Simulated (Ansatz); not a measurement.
Crystal: MgS (Niningerite).

```xyz
2
Lattice="0.0000 2.6016 2.6016 2.6016 0.0000 2.6016 2.6016 2.6016 0.0000" Properties=species:S:1:pos:R:3 pbc="T T T"
S     2.6016    2.6016    2.6016
Mg    0.0000    0.0000    0.0000
```

| Item | Value |
| --- | --- |
| Program | Ansatz 0.2.0 |
| Task | relaxation of cell and atoms |
| Functional | HF |
| Potentials or basis | Ansatz PAW |
| Cutoff | 420 eV (not typed: the program's choice for these potentials) |
| k mesh | 5 × 5 × 5 |
| Occupations | fermi-dirac, width 0.05 eV |
| Spin | no spin polarisation |

At the start: volume 17.61 Å³/atom.

Where does the relaxation end?

It ends after 4 steps and the volume is 18.46 Å³/atom (+4.8 %); space group Fm-3m (No. 225, to 0.05 Å).

The path:
```csv
step,energy change (eV),largest force (eV/Å),volume (Å³)
1,0.0000,0.0000,35.22
2,-0.0191,0.0000,36.79
3,-0.0191,0.0000,36.91
4,-0.0203,0.0000,36.91
```

Final structure:
```
CELL_PARAMETERS angstrom
0.00000 2.64265 2.64265
2.64265 0.00000 2.64265
2.64265 2.64265 0.00000
ATOMIC_POSITIONS crystal
S 0.50000 0.50000 0.50000
Mg 0.00000 0.00000 0.00000
```

Caveat: the plane-wave basis is chosen anew once the cell has moved, so the energies of steps on either side of that aren't comparable; the PAW data sets come from PBE, with cores solved anew for the run's functional, which leaves a small shift of forces and pressure.
